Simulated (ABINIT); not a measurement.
A run of ABINIT 10.8.3 (patched build) is set up as follows.

Contents of run.abi:

```
# Pseudopotentials
pp_dirpath "./"
pseudos "Pt.GGA_PBE-JTH.xml, Te.GGA_PBE-JTH.xml"

# Structure
structure "poscar:POSCAR"
natom 3

# Plane-wave basis
ecut 16.0
pawecutdg 32.0

# k points
kptopt 1
ngkpt 8 8 5
nshiftk 1
shiftk 0.0 0.0 0.0

# Exchange and correlation
ixc 11

# Bands and occupations
nband 15
occopt 3
tsmear 0.05 eV

# SCF cycle
nstep 100
tolvrs 1.0e-9

# Output
iomode 3
prtwf 0
prtden 0
prteig 0
prtebands 0
enunit 2
```

The input POSCAR:

```
Te2Pt
1.0
    4.0100000000      0.0000000000      0.0000000000
   -2.0050000000      3.4727618692      0.0000000000
    0.0000000000      0.0000000000      5.2010000000
Pt Te
1 2
Direct
    0.0000000000      0.0000000000      0.0000000000  Pt
    0.6666666667      0.3333333333      0.7500000000  Te
    0.3333333333      0.6666666667      0.2500000000  Te
```

Potentials or basis: JTH PAW PBE v2.0.

Launch:

```sh
$ abinit run.abi > log 2>&1
```

Task: Predict the pressure.

Result: 9.9 GPa.

Task: Predict the band gap on the k mesh.

Result: None (metal or under the smearing width).

Forces in eV/Å, atoms in the order of the input:
```
Pt   0.000  0.000  0.000
Te   0.000  0.000 -1.199
Te   0.000  0.000  1.199
```

Caveat: forces of over 1 eV/Å show positions far from the minimum, so gaps and moduli don't describe the material at rest. Spin-orbit coupling is left out, which matters for the levels of Pt, Te.
